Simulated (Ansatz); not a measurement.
Runs of Ansatz 0.2.0 on SiO2. Symmetry: Fddd, No. 70, orthorhombic system. The conventional cell has a = 4.719 Å, b = 9.433 Å, c = 14.726 Å, α = 90.00°, β = 90.00°, γ = 90.00°. Si (site symmetry 2) is surrounded by 4 O at 1.60 to 1.62 Å. O (site symmetry 2) is surrounded by 2 Si at 1.62 Å. O (site symmetry -1) has 2 Si at 1.60 Å as nearest neighbours. The cell comes from a database or a generator and needn't be the stable form of this composition.

| task | level | cell | k mesh | cutoff (eV) | gap on the mesh (eV) | pressure (GPa) | relaxed volume (Å³/atom) | largest force (eV/Å) |
| --- | --- | --- | --- | --- | --- | --- | --- | --- |
| relaxation of cell and atoms | r2SCAN | relaxed | 7 × 7 × 7 | 500 | 6.40 | 0.0 | 13.65 | 0.01 |
| relaxation of cell and atoms | LDA | relaxed | 7 × 7 × 7 | 420 | 5.60 | 0.0 | (a) | - |
| single point | PBE | as given | 4 × 4 × 4 | 420 | (b) | 5.0 | - | 0.37 |
| projected density of states | PBEsol | as given | 7 × 7 × 7 | 420 | 5.69 | 2.4 | - | 0.22 |
| projected density of states | LDA | as given | 7 × 7 × 7 | 420 | 5.53 | -1.7 | - | 0.07 |
| projected density of states | r2SCAN | as given | 7 × 7 × 7 | 500 | 6.39 | 0.1 | - | 0.07 |
| single point | PBE | as given | 7 × 7 × 7 | 300 | 5.73 | 4.8 | - | 0.37 |

Alike in all rows: potentials or basis Ansatz PAW; no spin polarisation; smearing fermi-dirac 0.05 eV.

Fill in the values left out.

(a) 13.50; (b) 5.78.

Caveats: odd divisions of the mesh miss points on the zone boundary, where band edges often lie, so the gap on the mesh can be too wide (some runs); the PAW data sets come from PBE, with cores solved anew for the run's functional, which leaves a small shift of forces and pressure (some runs); the plane-wave basis is chosen anew once the cell has moved, so the energies of steps on either side of that aren't comparable (some runs); the pressure holds a Pulay correction of +21.4 GPa for the finite cutoff (some runs); the cutoff lies under the one recommended for these potentials (some runs).

A k mesh can miss the band edges.
